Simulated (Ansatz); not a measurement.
# Au (Fm-3m) in Ansatz: a series of runs

Runs on Au. Level: SVWN5. Tasks: single point, equation of state.

All numbers are computed with Ansatz 0.2.0; they aren't measurements. Logs are shortened: lines on timing, memory, paths and dates and some standing lists are left out, and cuts for length are marked.

**Measured values to compare with.**

“Exploring toroidal anvil profiles for larger sample volumes above 4 Mbar”, 2024, pmc:11102561 quotes, for a bulk crystal of Au: bulk modulus 167 GPa.

How close the calculation comes is told below.

## (1) The crystal as given

Symmetry: Fm-3m, No. 225, cubic system. Conventional cell: a = 4.070 Å, b = 4.070 Å, c = 4.070 Å, α = 90.00°, β = 90.00°, γ = 90.00°. Au (site symmetry m-3m) is surrounded by 12 Au at 2.88 Å.

## (2) Single point, SVWN5, 15.84 Å³/atom (volume scaled by 0.94)

Contents of input.yaml:

```yaml
crystal:
  lattice:
    - [0.0, 1.9934577312, 1.9934577312]
    - [1.9934577312, 0.0, 1.9934577312]
    - [1.9934577312, 1.9934577312, 0.0]
  atoms:
    - { symbol: Au, position: [0.0, 0.0, 0.0] }
hamiltonian:
  xc: { exchange: slater, correlation: vwn5 }
  pseudopotentials: { kind: paw }
kpoints:
  mp_grid: { grid: [11, 11, 11] }
scf:
  occupations: { method: fermi_dirac, width: 0.05 }
output:
  forces: true
  stress: true
  eigenvalues: true
```

Potentials or basis: Ansatz PAW.

Command:

```
ansatz run input.yaml --threads 2 --pin off --max-ram 5120MiB --backend cpu --events-out ev --progress --plain --runs-dir out
```

Output:

```text
Warning: RAYON_NUM_THREADS=2 ignored (pool sized by the plan → 2); use --threads N
Engine: ansatz 0.2.0, x86_64-unknown-linux-gnu
Pseudopotentials: kind: paw
Pseudopotential: Au, paw, valence charge 19, recommended cutoff 420 eV (normal), Au.paw.azcp
Functional definition: unnamed
  exchange = slater_x
  correlation = vwn5_c
Crystal: 1 atoms, lattice volume = 15.843 Å³
Basis set: ecut = 420 eV, 331 PW (Γ)
Bands: 14, of which v1, the nominal top of the filled ones, is band 10 counted from 1 (9 counted from 0)
Symmetry: 48 space group operations
Space group: Fm-3m (ITA 225), of the structure as read, at distance tolerance 2.5e-5 Å
k-points: 56 of 1331
Non-local potential: Au, projectors of the file, l = 0: 3, l = 1: 2, l = 2: 2, l = 3: 1
PAW form: soft (Blöchl's): semilocal exchange-correlation on the pseudo side does not see the compensation charge
PAW frozen core: Au, regenerated for the run's functional, and the local potential with it (the file was generated under x = pbe(κ = 0.804, μ = 0.2195149727645171), c = pbe(β = 0.06672455060314922))
PAW one-centre angular grid: Au, 590 points (default); XC on 64 Gauss nodes
Initial density: superposition of atomic densities (neutral atoms: chi_scale 0, normalization atom), corrected by the library's trained network
Initial wavefunctions: pseudopotential atomic-orbital guess
Functional: x = slater, c = vwn5
SCF iter   1: F=—  HF=-12865.853052 eV  |F-HF|=—  |Δ(HF+E_count)|=         —  Δρ=7.87e-3  dr2=5.65e-3  ethr=1.77e-3  ⟨swp⟩=4.9  Hψ=4013  notcnv=0
preconditioner: auto → none  [insulator: Δε(μ)=0.128 eV  Ē_g=16.757 eV  σ=0.050 eV  W_gap=0.56  n_scr=8 (ndim 8)  ℏωp=30.9 eV  f_vac=0.000  D(μ)=0.30/eV (n_scr^D=0)  ε∞_Penn≈4.4]
SCF iter   2: F=—  HF=-12865.851400 eV  |F-HF|=—  |Δ(HF+E_count)|=   1.65e-3  Δρ=3.00e-3  dr2=3.99e-4  ethr=2.98e-5  ⟨swp⟩=2.4  Hψ=1599  notcnv=0  defer=10
SCF iter   3: F=—  HF=-12865.851275 eV  |F-HF|=—  |Δ(HF+E_count)|=   1.25e-4  Δρ=1.46e-3  dr2=7.01e-5  ethr=2.10e-6  ⟨swp⟩=2.7  Hψ=1263  notcnv=0  defer=10
SCF iter   4: F=—  HF=-12865.851257 eV  |F-HF|=—  |Δ(HF+E_count)|=   1.76e-5  Δρ=4.03e-4  dr2=5.25e-6  ethr=3.69e-7  ⟨swp⟩=1.2  Hψ=783  notcnv=0  defer=10
iter 5 did not close the SCF: its close was put off for the readings that it lacked (scf_convergence_deferred on its scf_iter line)
SCF iter   5: F=-12865.851256 eV  HF=-12865.851256 eV  |F-HF|=2.52e-8  |Δ(HF+E_count)|=   1.12e-6  Δρ=5.07e-5  dr2=8.84e-8  ethr=2.76e-8  ⟨swp⟩=1.8  Hψ=811  notcnv=0  defer=10
SCF iter   6: F=-12865.851256 eV  HF=-12865.851256 eV  |F-HF|=9.64e-11  |Δ(HF+E_count)|=   1.42e-8  Δρ=3.46e-6  dr2=4.01e-10  ethr=4.65e-10  ⟨swp⟩=3.5  Hψ=2631  notcnv=0
SCF 1 converged in 6 iterations: F = -12865.851256 eV  dr2 = 4.01e-10
SCF converged after 6 iterations
Free energy (F): -12865.851256 eV
Harris-Foulkes:  -12865.851256 eV  (|F-HF|=9.64e-11)
Internal energy: -12865.848984 eV  (E = F + TS)
E sigma→0 (E₀):  -12865.850120 eV
Entropy (-TS):   -0.002272 eV (-2.272 meV/atom)
Fermi energy:    22.309273 eV
--- Per-component energies (eV) ---
  E_band       = -180.782914
  E_kinetic    = 606.886088
  E_local      = -1601.662278  (includes V_loc(G=0)·N_el)
  E_nonlocal   = 81.296092
  E_hartree    = 688.098576
  E_xc         = -227.767822
  E_vxc        = -276.395652  (∫ρ·V_xc dr)
  E_paw        = -9424.279470  (= ΣΔE_a)
  E_vpaw       = -367.105942  (= ΣTr[D̂ρ^β])
  E_aug_tail   = 0.001310  (compensation charges beyond the density's cutoff)
  E_ewald      = -2988.947276
  E_core_change = 0.525796  (= ΣΔE_core)
  E_smearing   = -0.002272  (= −TS)
  E_closure    = -0.000000  (closes the sum)
  Σ components = -12865.851256   (vs F -12865.851256, Δ=0.00e0)
--- Forces (eV/Å), atoms counted from 1 ---
  atom   1  Au     0.00000000     0.00000000     0.00000000
  max |Σ_I F_I| component: 1.77e-31 eV/Å
--- Stress (GPa, compression-positive) ---
        9.852591       0.000000       0.000000
       -0.000000       9.852591       0.000000
        0.000000      -0.000000       9.852591
  P = ⅓ Tr σ = 9.8526 GPa (98.526 kbar)
--- Band table (eV; the first three rows and the last of 56) ---
  k-point 0: bands = ["-83.5095", "-34.7065", "-34.7065", "-34.7065", "11.6027", "17.2460", "17.2460", "17.2460", "18.9940", "18.9940", "36.7016", "41.0495", "41.0495", "41.0495"]
  k-point 1: bands = ["-83.5081", "-34.7302", "-34.7101", "-34.7101", "11.9097", "17.1410", "17.3533", "17.3533", "18.9459", "18.9459", "37.0861", "39.4665", "41.4508", "41.4508"]
  k-point 2: bands = ["-83.5044", "-34.7933", "-34.7195", "-34.7195", "12.7484", "16.9662", "17.5478", "17.5478", "18.9447", "18.9447", "36.4425", "37.9835", "42.4845", "42.4845"]
  k-point 55: bands = ["-83.4868", "-34.9116", "-34.8957", "-34.8143", "15.7772", "16.3747", "17.0216", "18.8397", "20.6206", "26.8006", "28.4942", "29.5625", "32.8980", "44.0464"]
```

Run time: 0.32 s. Hardware: 2 threads of INTEL XEON PLATINUM 8581C at 2.30GHz (Emerald Rapids), shared host; peak memory 0.32 GiB.

Results:

```yaml
Free_energy: -12865.8513 eV
Pressure: 9.9 GPa
Band_gap_on_the_k_mesh: none (metal or under the smearing width)
```

Caveat: the PAW data sets come from PBE, with cores solved anew for the run's functional, which leaves a small shift of forces and pressure.

## (3) Single point, SVWN5, 16.18 Å³/atom (volume scaled by 0.96)

input.yaml, as its differences from that of step 2:

```diff
@@ -2,5 +2,5 @@
   lattice:
-    - [0.0, 1.9934577312, 1.9934577312]
-    - [1.9934577312, 0.0, 1.9934577312]
-    - [1.9934577312, 1.9934577312, 0.0]
+    - [0.0, 2.0074966285, 2.0074966285]
+    - [2.0074966285, 0.0, 2.0074966285]
+    - [2.0074966285, 2.0074966285, 0.0]
   atoms:
```

Potentials or basis: Ansatz PAW.

Command:

```
ansatz run input.yaml --threads 2 --pin off --max-ram 5120MiB --backend cpu --events-out ev --progress --plain --runs-dir out
```

Run time: 0.33 s. Hardware: 2 threads of INTEL XEON PLATINUM 8581C at 2.30GHz (Emerald Rapids), shared host; peak memory 0.32 GiB.

Results (log left out):

| Quantity | Value |
| --- | --- |
| Free energy | -12865.8667 eV |
| Pressure | 4.9 GPa |
| Band gap on the k mesh | none (metal or under the smearing width) |

Caveat: the PAW data sets come from PBE, with cores solved anew for the run's functional, which leaves a small shift of forces and pressure.

## (4) Single point, SVWN5, 16.52 Å³/atom (volume scaled by 0.98)

input.yaml, as its differences from that of step 3:

```diff
@@ -2,5 +2,5 @@
   lattice:
-    - [0.0, 2.0074966285, 2.0074966285]
-    - [2.0074966285, 0.0, 2.0074966285]
-    - [2.0074966285, 2.0074966285, 0.0]
+    - [0.0, 2.0213418704, 2.0213418704]
+    - [2.0213418704, 0.0, 2.0213418704]
+    - [2.0213418704, 2.0213418704, 0.0]
   atoms:
```

Command:

```
ansatz run input.yaml --threads 2 --pin off --max-ram 5120MiB --backend cpu --events-out ev --progress --plain --runs-dir out
```

Wall time 0.34 s (2 threads of INTEL XEON PLATINUM 8581C at 2.30GHz (Emerald Rapids), shared host); peak memory 0.32 GiB.

It converged, with:

| Item | Value |
| --- | --- |
| Free energy | -12865.8723 eV |
| Pressure | 0.6 GPa |
| Band gap on the k mesh | none (metal or under the smearing width) |

Caveat: the PAW data sets come from PBE, with cores solved anew for the run's functional, which leaves a small shift of forces and pressure.

## (5) Single point, SVWN5, 16.85 Å³/atom

input.yaml, as its differences from that of step 4:

```diff
@@ -2,5 +2,5 @@
   lattice:
-    - [0.0, 2.0213418704, 2.0213418704]
-    - [2.0213418704, 0.0, 2.0213418704]
-    - [2.0213418704, 2.0213418704, 0.0]
+    - [0.0, 2.035, 2.035]
+    - [2.035, 0.0, 2.035]
+    - [2.035, 2.035, 0.0]
   atoms:
```

Command:

```
ansatz run input.yaml --threads 2 --pin off --max-ram 5120MiB --backend cpu --events-out ev --progress --plain --runs-dir out
```

Run time: 0.32 s. Hardware: 2 threads of INTEL XEON PLATINUM 8581C at 2.30GHz (Emerald Rapids), shared host; peak memory 0.33 GiB.

The run converged. Its results:

```
Free energy            : -12865.8695 eV
Pressure               : -3.2 GPa
Band gap on the k mesh : none (metal or under the smearing width)
```

Caveat: the PAW data sets come from PBE, with cores solved anew for the run's functional, which leaves a small shift of forces and pressure.

## (6) Single point, SVWN5, 17.19 Å³/atom (volume scaled by 1.02)

input.yaml, as its differences from that of step 5:

```diff
@@ -2,5 +2,5 @@
   lattice:
-    - [0.0, 2.035, 2.035]
-    - [2.035, 0.0, 2.035]
-    - [2.035, 2.035, 0.0]
+    - [0.0, 2.048477214, 2.048477214]
+    - [2.048477214, 0.0, 2.048477214]
+    - [2.048477214, 2.048477214, 0.0]
   atoms:
```

Potentials or basis: Ansatz PAW.

Command:

```
ansatz run input.yaml --threads 2 --pin off --max-ram 5120MiB --backend cpu --events-out ev --progress --plain --runs-dir out
```

Wall time 0.32 s (2 threads of INTEL XEON PLATINUM 8581C at 2.30GHz (Emerald Rapids), shared host); peak memory 0.32 GiB.

It converged, with:

- Free energy: -12865.8592 eV
- Pressure: -6.5 GPa
- Band gap on the k mesh: none (metal or under the smearing width)

Caveat: the PAW data sets come from PBE, with cores solved anew for the run's functional, which leaves a small shift of forces and pressure.

## (7) Single point, SVWN5, 17.53 Å³/atom (volume scaled by 1.04)

input.yaml, as its differences from that of step 6:

```diff
@@ -2,5 +2,5 @@
   lattice:
-    - [0.0, 2.048477214, 2.048477214]
-    - [2.048477214, 0.0, 2.048477214]
-    - [2.048477214, 2.048477214, 0.0]
+    - [0.0, 2.0617793868, 2.0617793868]
+    - [2.0617793868, 0.0, 2.0617793868]
+    - [2.0617793868, 2.0617793868, 0.0]
   atoms:
```

Command:

```
ansatz run input.yaml --threads 2 --pin off --max-ram 5120MiB --backend cpu --events-out ev --progress --plain --runs-dir out
```

Run time: 0.31 s. Hardware: 2 threads of INTEL XEON PLATINUM 8581C at 2.30GHz (Emerald Rapids), shared host; peak memory 0.32 GiB.

The run converged. Its results:

```
Free energy            : -12865.8424 eV
Pressure               : -9.4 GPa
Band gap on the k mesh : none (metal or under the smearing width)
```

Caveat: the PAW data sets come from PBE, with cores solved anew for the run's functional, which leaves a small shift of forces and pressure.

## (8) Single point, SVWN5, 17.87 Å³/atom (volume scaled by 1.06)

input.yaml, as its differences from that of step 7:

```diff
@@ -2,5 +2,5 @@
   lattice:
-    - [0.0, 2.0617793868, 2.0617793868]
-    - [2.0617793868, 0.0, 2.0617793868]
-    - [2.0617793868, 2.0617793868, 0.0]
+    - [0.0, 2.0749120936, 2.0749120936]
+    - [2.0749120936, 0.0, 2.0749120936]
+    - [2.0749120936, 2.0749120936, 0.0]
   atoms:
```

Command:

```
ansatz run input.yaml --threads 2 --pin off --max-ram 5120MiB --backend cpu --events-out ev --progress --plain --runs-dir out
```

Run time: 0.33 s. Hardware: 2 threads of INTEL XEON PLATINUM 8581C at 2.30GHz (Emerald Rapids), shared host; peak memory 0.33 GiB.

The run converged. Its results:

```yaml
Free_energy: -12865.8200 eV
Pressure: -11.9 GPa
Band_gap_on_the_k_mesh: none (metal or under the smearing width)
```

Caveat: the PAW data sets come from PBE, with cores solved anew for the run's functional, which leaves a small shift of forces and pressure.

## (9) Equation of state, SVWN5

Potentials or basis: Ansatz PAW.

No new run: the results of the series are fitted here.

What came out:

- Equilibrium volume: 16.57 Å³/atom
- Bulk modulus: 195 GPa
- Pressure derivative of the bulk modulus: 5.7

Energy against volume, from the lowest point:
```tsv
volume (Å³/atom)	energy (meV/atom)
15.843	21.07
16.181	5.67
16.518	0.00
16.855	2.85
17.192	13.15
17.529	29.93
17.866	52.36
```

## (10) Comparison with measurements

Step 9. Against the measured bulk modulus of Au, 167 GPa (quoted in “Exploring toroidal anvil profiles for larger sample volumes above 4 Mbar”, 2024, pmc:11102561), the calculated 195 GPa is off by +16.7 %. The fit is for a static lattice scaled at fixed shape and fixed fractional positions.
